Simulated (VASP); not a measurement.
# Ir: convergence, energy difference of two geometries

Ir, Fm-3m (no. 225), 1 atom in the cell. PBE, energy difference of two geometries; PAW potentials Ir (PBE set). VASP 6.6.1.

Wanted: energy difference within 2.5 meV/atom.

What the run is for: energy difference; Accuracy asked: screening; Second geometry: cell strained by +1.0% along z.

The series start from Plane-wave cutoff (eV): 270; Smearing width (eV): 0.1; k-point mesh: 16 × 16 × 16; Precision mode (PREC): Accurate; Electronic threshold (eV): 1e-6; Aspherical gradient terms in the spheres (LASPH): yes; Electronic algorithm: ALGO=Normal. Each series keeps the choices made before it, and each single choice may use up half of a tolerance. Times cover all steps of a run.

## Plane-wave cutoff (eV)

| Plane-wave cutoff (eV) | Energy difference (meV/atom) | Time (s) |
|---|---|---|
| 170 | -6.1 | 7.7 |
| 210 | -7.6 | 9.8 |
| 240 | -7.9 | 10 |
| 270 | -7.9 | 12 |
| 320 | -8.1 | 12 |
| 370 | -8.1 | 17 |
| 440 | -8.1 | 22 |
| 550 | -8.1 | 32 |
| 600 (reference) | -8.1 | 33 |

Chosen: 210, the loosest value from which every tighter one stays within half of the tolerance.

## Smearing width (eV)

| Smearing width (eV) | Energy difference (meV/atom) | Time (s) |
|---|---|---|
| 0.4 | -7.8 | 10 |
| 0.3 | -7.7 | 9.9 |
| 0.2 | -7.6 | 9.9 |
| 0.15 | -7.6 | 9.9 |
| 0.1 | -7.6 | 9.8 |
| 0.05 (reference) | -7.7 | 9.9 |

Chosen: 0.4.

## k-point mesh

| k-point mesh | Energy difference (meV/atom) | Time (s) |
|---|---|---|
| 5 × 5 × 5 | -11.4 | 2.3 |
| 7 × 7 × 7 | -5.8 | 2.8 |
| 9 × 9 × 9 | -5.8 | 3.7 |
| 11 × 11 × 11 | -8.8 | 4.8 |
| 13 × 13 × 13 | -8.4 | 6.5 |
| 16 × 16 × 16 | -7.8 | 10 |
| 19 × 19 × 19 | -7.6 | 15 |
| 23 × 23 × 23 (reference) | -7.1 | 23 |

Chosen: 16 × 16 × 16.

## Precision mode (PREC)

| Precision mode (PREC) | Energy difference (meV/atom) | Time (s) |
|---|---|---|
| Low | -7.8 | 6.4 |
| SingleN | -8.1 | 6.4 |
| Normal | -7.8 | 6.4 |
| Accurate (reference) | -7.8 | 10 |

Chosen: Low.

## Electronic threshold (eV)

| Electronic threshold (eV) | Energy difference (meV/atom) | Time (s) |
|---|---|---|
| 0.001 | -7.8 | 5.4 |
| 0.0001 | -7.8 | 5.7 |
| 1e-5 | -7.8 | 5.9 |
| 1e-6 | -7.8 | 6.4 |
| 1e-7 | -7.8 | 6.8 |
| 1e-8 (reference) | -7.8 | 7.4 |

Chosen: 0.001.

## Aspherical gradient terms in the spheres (LASPH)

| Aspherical gradient terms in the spheres (LASPH) | Energy difference (meV/atom) | Time (s) |
|---|---|---|
| no | -7.8 | 4.8 |
| yes (reference) | -7.8 | 5.4 |

Chosen: no.

## Electronic algorithm

| Electronic algorithm | Energy difference (meV/atom) | Time (s) |
|---|---|---|
| ALGO=Normal | -7.8 | 4.8 |
| ALGO=Fast | -13.2 | 4.7 |
| ALGO=VeryFast | -7.8 | 6.0 |
| ALGO=All ISEARCH=1 | -7.8 | 4.8 |
| ALGO=All ISEARCH=0 | -7.8 | 4.8 |
| ALGO=Damped TIME=0.4 | -7.8 | 5.6 |
| ALGO=Damped TIME=0.1 | -7.8 | 6.4 |

Chosen: ALGO=Normal; no other choice that stays within half of the tolerance saves 30 % of the time.

## All choices together

| Input | Energy difference (meV/atom) | Time (s) |
|---|---|---|
| the program's defaults (naive) | -7.5 | 1.4 |
| chosen settings | -7.8 | 4.8 |
| reference settings throughout | -7.8 | 104 |

The tolerance is met.

## The input

INCAR:
```
SYSTEM = Ir
GGA      = PE             ! functional
ISMEAR   = 1              ! smearing method
SIGMA    = 0.4            ! smearing width, eV
LWAVE    = .FALSE.        ! write WAVECAR
LCHARG   = .FALSE.        ! write CHGCAR
ISIF     = 2              ! what is computed and relaxed
PREC     = Low            ! precision mode
LASPH    = .FALSE.        ! aspherical terms in the spheres
LREAL    = .FALSE.        ! projectors in reciprocal space
ALGO     = Normal         ! electronic algorithm
EDIFF    = 0.001          ! SCF threshold, eV
NELM     = 120            ! most SCF steps
GGA_COMPAT= .FALSE.      
ENCUT    = 210            ! plane-wave cutoff, eV
```

KPOINTS:
```
Automatic mesh
0
Gamma
  16 16 16
  0 0 0
```

POSCAR.step1:
```
Ir
1.0
    0.0000000000      1.9156000000      1.9156000000
    1.9156000000      0.0000000000      1.9156000000
    1.9156000000      1.9156000000      0.0000000000
Ir
1
Direct
    0.0000000000      0.0000000000      0.0000000000
```

POSCAR.step2:
```
Ir
1.0
    0.0000000000      1.9156000000      1.9347560000
    1.9156000000      0.0000000000      1.9347560000
    1.9156000000      1.9156000000      0.0000000000
Ir
1
Direct
    0.0000000000      0.0000000000      0.0000000000
```

Commands (each step's output is kept before the next begins):
```
cat potpaw_PBE.64/Ir/POTCAR > POTCAR
cp POSCAR.step1 POSCAR
mpirun -np 1 vasp_std > vasp.out
cp POSCAR.step2 POSCAR
mpirun -np 1 vasp_std > vasp.out
```

The naive input happens to agree within the tolerance here, in 1.4 s.

The chosen input took VASP 6.6.1 4.8 s on 1 core (AMD EPYC 9R45 (Zen 5)), a shared host.
